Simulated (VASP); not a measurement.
# C (P6_3/mmc) in VASP: settings compared, part 2 of 2

VASP 6.6.1.

## (3) Band structure, BLYP

The COD entry that gives the cell may itself be a prediction, so a difference from it is no test against experiment.

POSCAR

```
C
1.0
    2.5221000000      0.0000000000      0.0000000000
   -1.2610500000      2.1842026709      0.0000000000
    0.0000000000      0.0000000000      8.2371000000
C
8
Direct
    0.6666666667      0.3333333333      0.8437500000
    0.3333333333      0.6666666667      0.3437500000
    0.6666666667      0.3333333333      0.6562500000
    0.3333333333      0.6666666667      0.1562500000
    0.0000000000      0.0000000000      0.9062500000
    0.0000000000      0.0000000000      0.4062500000
    0.0000000000      0.0000000000      0.5937500000
    0.0000000000      0.0000000000      0.0937500000
```

INCAR.step1

```
PREC = Accurate
ENCUT = 520
EDIFF = 1E-6
ISMEAR = -1
SIGMA = 0.05
LREAL = False
LASPH = True
NELM = 80
ALGO = Normal
ISIF = 2
LWAVE = False
LCHARG = True
GGA = B5
ALDAX = 1.0
AGGAX = 1.0
AGGAC = 1.0
ALDAC = 0.0
```

KPOINTS.step1

```
regular mesh
0
Gamma
  12 12 4
```

INCAR.step2

```
PREC = Accurate
ENCUT = 520
EDIFF = 1E-6
ISMEAR = 0
SIGMA = 0.05
LREAL = False
LASPH = True
NELM = 80
ALGO = Normal
ISIF = 2
LWAVE = False
LCHARG = False
GGA = B5
ALDAX = 1.0
AGGAX = 1.0
AGGAC = 1.0
ALDAC = 0.0
ICHARG = 11
```

KPOINTS.step2

```
path GMKGALHA,LM,KH
10
line-mode
reciprocal
 0.0000000000  0.0000000000  0.0000000000  G
 0.5000000000  0.0000000000  0.0000000000  M

 0.5000000000  0.0000000000  0.0000000000  M
 0.3333333333  0.3333333333  0.0000000000  K

 0.3333333333  0.3333333333  0.0000000000  K
 0.0000000000  0.0000000000  0.0000000000  G

 0.0000000000  0.0000000000  0.0000000000  G
 0.0000000000  0.0000000000  0.5000000000  A

 0.0000000000  0.0000000000  0.5000000000  A
 0.5000000000  0.0000000000  0.5000000000  L

 0.5000000000  0.0000000000  0.5000000000  L
 0.3333333333  0.3333333333  0.5000000000  H

 0.3333333333  0.3333333333  0.5000000000  H
 0.0000000000  0.0000000000  0.5000000000  A

 0.5000000000  0.0000000000  0.5000000000  L
 0.5000000000  0.0000000000  0.0000000000  M

 0.3333333333  0.3333333333  0.0000000000  K
 0.3333333333  0.3333333333  0.5000000000  H
```

Potentials or basis: VASP PAW PBE potentials, release 64 (C).

The run is started by

```bash
> cat potpaw_PBE.64/C/POTCAR > POTCAR
> cp INCAR.step1 INCAR
> cp KPOINTS.step1 KPOINTS
> mpirun -np 1 vasp_std > vasp.out
> cp INCAR.step2 INCAR
> cp KPOINTS.step2 KPOINTS
> mpirun -np 1 vasp_std > vasp.out
```

OUTCAR:

```text
PREC = Accurate
   ENCUT = 520
   EDIFF = 1E-6
   ISMEAR = 0
   LREAL = False
   LASPH = True
   NELM = 80
   ISIF = 2
   GGA = B5
   ICHARG = 11

 ion  position               nearest neighbor table
   1  0.667  0.333  0.844-   3 1.54   5 1.54   5 1.54   5 1.54
   2  0.333  0.667  0.344-   4 1.54   6 1.54   6 1.54   6 1.54
   3  0.667  0.333  0.656-   1 1.54   7 1.54   7 1.54   7 1.54
   4  0.333  0.667  0.156-   2 1.54   8 1.54   8 1.54   8 1.54
   5  0.000  0.000  0.906-   8 1.54   1 1.54   1 1.54   1 1.54
   6  0.000  0.000  0.406-   7 1.54   2 1.54   2 1.54   2 1.54
   7  0.000  0.000  0.594-   6 1.54   3 1.54   3 1.54   3 1.54
   8  0.000  0.000  0.094-   5 1.54   4 1.54   4 1.54   4 1.54

  LATTYP: Found a hexagonal cell.
 ALAT       =     2.5221000000
 C/A-ratio  =     3.2659688355

  Lattice vectors:

 A1 = (   2.5221000000,   0.0000000000,   0.0000000000)
 A2 = (  -1.2610500000,   2.1842026709,   0.0000000000)
 A3 = (   0.0000000000,   0.0000000000,   8.2371000000)

Analysis of symmetry for initial positions (statically):
=====================================================================
 Subroutine PRICEL returns:
 Original cell was already a primitive cell.

 Routine SETGRP: Setting up the symmetry group for a
 hexagonal supercell.

 Subroutine GETGRP returns: Found 24 space group operations
 (whereof 12 operations were pure point group operations)
 out of a pool of 24 trial point group operations.

The static configuration has the point symmetry D_3d.
 The point group associated with its full space group is D_6h.

Analysis of symmetry for dynamics (positions and initial velocities):
=====================================================================
 Subroutine PRICEL returns:
 Original cell was already a primitive cell.

 Routine SETGRP: Setting up the symmetry group for a
 hexagonal supercell.

 Subroutine GETGRP returns: Found 24 space group operations
 (whereof 12 operations were pure point group operations)
 out of a pool of 24 trial point group operations.

The dynamic configuration has the point symmetry D_3d.
 The point group associated with its full space group is D_6h.

 Subroutine INISYM returns: Found 24 space group operations
 (whereof 12 operations are pure point group operations),
 and found     1 'primitive' translations

----------------------------------------------------------------------------------------

                                     Primitive cell

  volume of cell :      45.3764

  direct lattice vectors                    reciprocal lattice vectors
     2.522100000  0.000000000  0.000000000     0.396494984  0.228916486  0.000000000
    -1.261050000  2.184202671  0.000000000     0.000000000  0.457832972  0.000000000
     0.000000000  0.000000000  8.237100000     0.000000000  0.000000000  0.121401950

  length of vectors
     2.522100000  2.522100000  8.237100000     0.457832972  0.457832972  0.121401950

  position of ions in fractional coordinates (direct lattice)
     0.666666667  0.333333333  0.843750000
     0.333333333  0.666666667  0.343750000
     0.666666667  0.333333333  0.656250000
[... 39 lines left out ...]
  0.055556  0.000000  0.000000      0.011111
  0.111111  0.000000  0.000000      0.011111
  0.166667  0.000000  0.000000      0.011111
  0.222222  0.000000  0.000000      0.011111
  0.277778  0.000000  0.000000      0.011111
[... 16 lines left out ...]
  0.259259  0.259259  0.000000      0.011111
  0.222222  0.222222  0.000000      0.011111
 [... further k-points ...]
   k-points           NKPTS =     90   k-points in BZ     NKDIM =     90   number of bands    NBANDS=     21
   number of dos      NEDOS =    301   number of ions     NIONS =      8
   total plane-waves  NPLWV =  25600
   dimension x,y,z NGX =    20 NGY =   20 NGZ =   64
   dimension x,y,z NGXF=    40 NGYF=   40 NGZF=  128
   ions per type =               8
   NGX,Y,Z   is equivalent  to a cutoff of  13.18, 13.18, 12.92 a.u.
   NGXF,Y,Z  is equivalent  to a cutoff of  26.37, 26.37, 25.83 a.u.
 SYSTEM =  unknown system
   PREC   = accura    normal or accurate (medium, high low for compatibility)
   ISTART =      0    job   : 0-new  1-cont  2-samecut
   ICHARG =     11    charge: 1-file 2-atom 10-const
   ISPIN  =      1    spin polarized calculation?
   LNONCOLLINEAR =      F non collinear calculations
   LSORBIT =      F    spin-orbit coupling
   LASPH  =      T    aspherical Exc in radial PAW
   ENCUT  =  520.0 eV  38.22 Ry    6.18 a.u.   4.69  4.69 15.32*2*pi/ulx,y,z
   NELM   =     80;   NELMIN=  2; NELMDL=  0     # of ELM steps
   EDIFF  = 0.1E-05   stopping-criterion for ELM
   LREAL  =      F    real-space projection
   EDIFFG = 0.1E-04   stopping-criterion for IOM
   NSW    =      0    number of steps for IOM
   IBRION =     -1    ionic relax: 0-MD 1-quasi-New 2-CG
   NFREE  =      0    steps in history (QN), initial steepest desc. (CG)
   ISIF   =      2    stress and relaxation
   ISYM   =      2    0-nonsym 1-usesym 2-fastsym
   POTIM  = 0.5000    time-step for ionic-motion
   TEBEG  =    0.0;   TEEND  =   0.0 temperature during run
   PSTRESS=    0.0 pullay stress
   NELECT =      32.0000    total number of electrons
   NUPDOWN=      -1.0000    fix difference up-down
   EMIN   =  10.00;   EMAX   =-10.00  energy-range for DOS
   EFERMI =   0.00;   METHOD = LEGACY
   ISMEAR =     0;   SIGMA  =   0.05  broadening in eV -4-tet -1-fermi 0-gaus
   EFERMI_NEDOS =   21; number of points for ismear=-14 and -15
   IALGO  =     38    algorithm
   IMIX   =      4    mixing-type and parameters
     AMIX     =   0.40;   BMIX     =  1.00
     AMIX_MAG =   1.60;   BMIX_MAG =  1.00
  volume/ion in A,a.u.               =       5.67        38.28
  Fermi-wavevector in a.u.,A,eV,Ry     =   1.457186  2.753682 28.890486  2.123391
  Thomas-Fermi vector in A             =   2.574017
   LORBIT       =      0    0 simple, 1 ext, 2 COOP (PROOUT), +10 PAW based schemes
   GGA     = B5    functional components
   LHFCALC =     F    Hartree Fock is set to
   AEXX    =    0.0000 exact exchange contribution
   IVDW    =     0    specifies the selected vdW correction
   LEPSILON=     F    determine dielectric tensor
   LRPA    =     F    only Hartree local field effects (RPA)
 non-spin polarized calculation
 Gauss-broadening in eV      SIGMA  =   0.05
  energy-cutoff  :      520.00
  volume of cell :       45.38
 maximum number of plane-waves:      1242
 NGX is ok and might be reduce to    20

 number of electron      31.9999995 magnetization

 Free energy of the ion-electron system (eV)
  ---------------------------------------------------
  ext. energy  EPLUGINS =         0.00000000
  ---------------------------------------------------
  free energy    TOTEN  =       -62.60835816 eV

  energy without entropy =      -62.60835816  energy(sigma->0) =      -62.60835816

 E-fermi :  10.4554     XC(G=0): -12.5429

 val. band max:       10.1458590205   @ k =   0.0000   0.0000   0.0000
 cond. band min:      14.8975657107   @ k =   0.3889   0.0000   0.0000
 fundamental gap:      4.7517066902
 Fermi energy:        10.4553672060

 k-point     1 :       0.0000    0.0000    0.0000
  band No.  band energies     occupation
      1     -11.1902      2.00000
      2      -9.5096      2.00000
      3      -9.4609      2.00000
      4      -5.4624      2.00000
      5      -3.1071      2.00000
      6       3.5670      2.00000
[... 565 lines left out ...]
     20      19.3331      0.00000
     21      19.8059      0.00000

 [... further k-points ...]

------------------------ aborting loop because EDIFF is reached ----------------------------------------

  FORCE on cell =-STRESS in cart. coord.  units (eV):
  Direction    XX          YY          ZZ          XY          YZ          ZX
  --------------------------------------------------------------------------------------
  -------------------------------------------------------------------------------------
  Total        7.5274015      7.5274015      8.1426700      0.0000000     -0.0000000      0.0000000
  in kB      265.7823206    265.7823206    287.5066140      0.0000000     -0.0000000      0.0000000
  external PRESSURE =     273.0237517 kB  Pullay stress =       0.0000000 kB

 VOLUME and BASIS-vectors are now :
 -----------------------------------------------------------------------------
  energy-cutoff  :      520.00
  volume of cell :       45.38
      direct lattice vectors                 reciprocal lattice vectors
     2.522100000  0.000000000  0.000000000     0.396494984  0.228916486  0.000000000
    -1.261050000  2.184202671  0.000000000     0.000000000  0.457832972  0.000000000
     0.000000000  0.000000000  8.237100000     0.000000000  0.000000000  0.121401950

 POSITION                                       TOTAL-FORCE (eV/Angst)
 -----------------------------------------------------------------------------------
      1.26105      0.72807      6.95005        -0.000000     -0.000000      0.563235
     -0.00000      1.45614      2.83150         0.000000      0.000000      0.563235
      1.26105      0.72807      5.40560        -0.000000     -0.000000     -0.563235
     -0.00000      1.45614      1.28705        -0.000000      0.000000     -0.563235
      0.00000      0.00000      7.46487        -0.000000      0.000000      0.206482
      0.00000      0.00000      3.34632         0.000000      0.000000      0.206482
      0.00000      0.00000      4.89078        -0.000000      0.000000     -0.206482
      0.00000      0.00000      0.77223         0.000000     -0.000000     -0.206482
 -----------------------------------------------------------------------------------
    total drift:                               -0.000000      0.000000      0.000000

  FREE ENERGIE OF THE ION-ELECTRON SYSTEM (eV)
  ---------------------------------------------------
  free  energy   TOTEN  =       -62.6083581633 eV

  energy  without entropy=      -62.6083581633  energy(sigma->0) =      -62.60835816
```

Wall time 1.7 min (1 thread of Intel Xeon Platinum 8488C (Sapphire Rapids), shared host); peak memory 0.18 GiB.

Results:

| Item | Value |
| --- | --- |
| Band gap on the k mesh | 4.75 eV, indirect (least direct gap 5.35 eV) |
| Band gap along the path | 4.75 eV, indirect (least direct gap 5.35 eV) |

Levels at the corners of the path, in eV from the valence-band top:
| point | band 14 | band 15 | band 16 | band 17 | band 18 | band 19 |
| --- | --- | --- | --- | --- | --- | --- |
| Γ | -0.21 | 0.00 | 0.00 | 5.35 | 5.35 | 5.86 |
| M | -4.45 | -3.61 | -2.87 | 4.82 | 5.94 | 6.17 |
| M | -4.45 | -3.61 | -2.87 | 4.82 | 5.94 | 6.17 |
| K | -5.51 | -5.51 | -3.95 | 6.61 | 6.61 | 8.16 |
| K | -5.51 | -5.51 | -3.95 | 6.61 | 6.61 | 8.16 |
| Γ | -0.21 | 0.00 | 0.00 | 5.35 | 5.35 | 5.86 |
| Γ | -0.21 | 0.00 | 0.00 | 5.35 | 5.35 | 5.86 |
| A | -0.66 | -0.66 | -0.66 | 6.12 | 6.12 | 6.12 |
| A | -0.66 | -0.66 | -0.66 | 6.12 | 6.12 | 6.12 |
| L | -4.59 | -3.58 | -3.58 | 5.17 | 5.17 | 7.42 |
| L | -4.59 | -3.58 | -3.58 | 5.17 | 5.17 | 7.42 |
| H | -5.24 | -4.98 | -4.98 | 5.59 | 5.59 | 9.96 |
| H | -5.24 | -4.98 | -4.98 | 5.59 | 5.59 | 9.96 |
| A | -0.66 | -0.66 | -0.66 | 6.12 | 6.12 | 6.12 |
| L | -4.59 | -3.58 | -3.58 | 5.17 | 5.17 | 7.42 |
| M | -4.45 | -3.61 | -2.87 | 4.82 | 5.94 | 6.17 |
| K | -5.51 | -5.51 | -3.95 | 6.61 | 6.61 | 8.16 |
| H | -5.24 | -4.98 | -4.98 | 5.59 | 5.59 | 9.96 |

Caveat: the log is that of the step along the path at fixed density, whose energy, stress, charges and moments have no meaning; the PAW data sets were made with another functional, which shifts forces and pressure a little.

## (4) Band structure, PW91

POSCAR is that of step 3.

INCAR.step1

```
SYSTEM = C
ALGO     = Normal         ! electronic algorithm
EDIFF    = 1E-6           ! SCF threshold, eV
ENCUT    = 520            ! plane-wave cutoff, eV
GGA      = 91             ! functional
ISIF     = 2              ! what is computed and relaxed
ISMEAR   = -1             ! smearing method
LASPH    = .TRUE.         ! aspherical terms in the spheres
LCHARG   = .TRUE.         ! write CHGCAR
LREAL    = .FALSE.        ! projectors in reciprocal space
LWAVE    = .FALSE.        ! write WAVECAR
NBANDS   = 26             ! bands
NELM     = 80             ! most SCF steps
PREC     = Accurate       ! precision mode
SIGMA    = 0.05           ! smearing width, eV
```

KPOINTS.step1

```
k-points
0
G
  12 12 4
  0 0 0
```

INCAR.step2

```
SYSTEM = C
ALGO     = Normal         ! electronic algorithm
EDIFF    = 1E-6           ! SCF threshold, eV
ENCUT    = 520            ! plane-wave cutoff, eV
GGA      = 91             ! functional
ICHARG   = 11             ! starting density
ISIF     = 2              ! what is computed and relaxed
ISMEAR   = 0              ! smearing method
LASPH    = .TRUE.         ! aspherical terms in the spheres
LCHARG   = .FALSE.        ! write CHGCAR
LREAL    = .FALSE.        ! projectors in reciprocal space
LWAVE    = .FALSE.        ! write WAVECAR
NBANDS   = 26             ! bands
NELM     = 80             ! most SCF steps
PREC     = Accurate       ! precision mode
SIGMA    = 0.05           ! smearing width, eV
```

Changes to KPOINTS.step2 since step 3:

```diff
@@ -1,3 +1,3 @@
 path GMKGALHA,LM,KH
-10
+20
 line-mode
```

The run is started by

```bash
> cat potpaw_PBE.64/C/POTCAR > POTCAR
> cp INCAR.step1 INCAR
> cp KPOINTS.step1 KPOINTS
> mpirun -np 1 vasp_std > vasp.out
> cp INCAR.step2 INCAR
> cp KPOINTS.step2 KPOINTS
> mpirun -np 1 vasp_std > vasp.out
```

Run time: 2.4 min. Hardware: 1 thread of Intel Xeon Platinum 8488C (Sapphire Rapids), shared host; peak memory 0.25 GiB.

Results (log left out):

```yaml
Band_gap_on_the_k_mesh: 4.46 eV, indirect (least direct gap 5.21 eV)
Band_gap_along_the_path: 4.46 eV, indirect (least direct gap 5.21 eV)
```

Levels at the corners of the path, in eV from the valence-band top:
| point | band 12 | band 13 | band 14 | band 15 | band 16 | band 17 | band 18 | band 19 | band 20 | band 21 |
| --- | --- | --- | --- | --- | --- | --- | --- | --- | --- | --- |
| Γ | -1.73 | -1.73 | -0.22 | 0.00 | 0.00 | 5.21 | 5.21 | 5.73 | 7.02 | 7.02 |
| M | -5.01 | -4.98 | -4.53 | -3.69 | -2.92 | 4.51 | 5.64 | 5.90 | 6.05 | 7.00 |
| M | -5.01 | -4.98 | -4.53 | -3.69 | -2.92 | 4.51 | 5.64 | 5.90 | 6.05 | 7.00 |
| K | -7.43 | -7.10 | -5.64 | -5.64 | -4.01 | 6.31 | 6.31 | 7.94 | 8.48 | 8.49 |
| K | -7.43 | -7.10 | -5.64 | -5.64 | -4.01 | 6.31 | 6.31 | 7.94 | 8.48 | 8.49 |
| Γ | -1.73 | -1.73 | -0.22 | 0.00 | 0.00 | 5.21 | 5.21 | 5.73 | 7.02 | 7.02 |
| Γ | -1.73 | -1.73 | -0.22 | 0.00 | 0.00 | 5.21 | 5.21 | 5.73 | 7.02 | 7.02 |
| A | -2.53 | -0.67 | -0.67 | -0.67 | -0.67 | 6.00 | 6.00 | 6.00 | 6.00 | 6.74 |
| A | -2.53 | -0.67 | -0.67 | -0.67 | -0.67 | 6.00 | 6.00 | 6.00 | 6.00 | 6.74 |
| L | -6.04 | -4.70 | -4.70 | -3.64 | -3.64 | 4.86 | 4.86 | 7.14 | 7.14 | 7.59 |
| L | -6.04 | -4.70 | -4.70 | -3.64 | -3.64 | 4.86 | 4.86 | 7.14 | 7.14 | 7.59 |
| H | -8.50 | -5.34 | -5.34 | -5.08 | -5.08 | 5.27 | 5.27 | 9.80 | 9.80 | 11.06 |
| H | -8.50 | -5.34 | -5.34 | -5.08 | -5.08 | 5.27 | 5.27 | 9.80 | 9.80 | 11.06 |
| A | -2.53 | -0.67 | -0.67 | -0.67 | -0.67 | 6.00 | 6.00 | 6.00 | 6.00 | 6.74 |
| L | -6.04 | -4.70 | -4.70 | -3.64 | -3.64 | 4.86 | 4.86 | 7.14 | 7.14 | 7.59 |
| M | -5.01 | -4.98 | -4.53 | -3.69 | -2.92 | 4.51 | 5.64 | 5.90 | 6.05 | 7.00 |
| K | -7.43 | -7.10 | -5.64 | -5.64 | -4.01 | 6.31 | 6.31 | 7.94 | 8.48 | 8.49 |
| H | -8.50 | -5.34 | -5.34 | -5.08 | -5.08 | 5.27 | 5.27 | 9.80 | 9.80 | 11.06 |

Caveat: the log is that of the step along the path at fixed density, whose energy, stress, charges and moments have no meaning; the PAW data sets were made with another functional, which shifts forces and pressure a little. A hybrid or GW would open this gap; PW91 tends to underestimate it.

## (5) The runs side by side

```csv
level,gap on the mesh (eV)
revPBE,4.41
BLYP,4.75
PW91,4.46
```

Alike in all rows: task band structure; potentials or basis VASP PAW PBE potentials, release 64 (C); no spin polarisation; cell as given; k mesh 12 × 12 × 4; cutoff (eV) 520; smearing fermi-dirac 0.05 eV.

On the cell as given the gap runs from 4.41 eV (revPBE) to 4.75 eV (BLYP).

Caveats: the PAW data sets were made with another functional, which shifts forces and pressure a little.

Absolute energies hang on the potentials; compare differences alone.
